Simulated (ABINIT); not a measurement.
Crystal: FeO (Wuestite).

```
CELL_PARAMETERS angstrom
0.00000 2.15540 2.15540
2.15540 0.00000 2.15540
2.15540 2.15540 0.00000
ATOMIC_POSITIONS crystal
Fe 0.00000 0.00000 0.00000
O 0.50000 0.50000 0.50000
```

Base run:

| Property | Result |
| --- | --- |
| Program | ABINIT 10.8.3 (patched build) |
| Functional | PBE |
| Potentials or basis | SG15 NC PBE v1.2 |
| Cutoff | 1088 eV |
| k mesh | 8 × 8 × 8 |
| Occupations | fermi-dirac, width 0.05 eV |
| Spin | collinear spin, ferromagnetic start |
| Starting moments | [3.0, 0.0] μB |

Its results: band gap on the k mesh none (metal or under the smearing width); pressure -0.7 GPa; net moment 4.00 μB per cell; site moments Fe +3.55; O +0.33 μB.

Question: After a change of settings the same cell gave: band gap on the k mesh none (metal or under the smearing width); pressure -1.5 GPa; net moment 4.00 μB per cell; site moments Fe +3.55; O +0.33 μB. Which change was it?
A. potentials or basis from SG15 NC PBE v1.2 to PseudoDojo NC SR PBE v0.4 stringent; cutoff from 1088 eV to 1497 eV
B. functional from PBE to LDA; potentials or basis from SG15 NC PBE v1.2 to PseudoDojo NC SR LDA v0.4.1 standard; cutoff from 1088 eV to 1252 eV
C. functional from PBE to PBEsol; potentials or basis from SG15 NC PBE v1.2 to PseudoDojo NC SR PBEsol v0.4.1 standard; cutoff from 1088 eV to 1116 eV

Answer: A.

Caveats: a cell with one magnetic atom can't hold antiferromagnetic order, which such compounds often take; semilocal functionals often make such compounds metallic where correlation or magnetic order opens a gap, which also shifts bond lengths.

Not every run made on this cell is shown here.
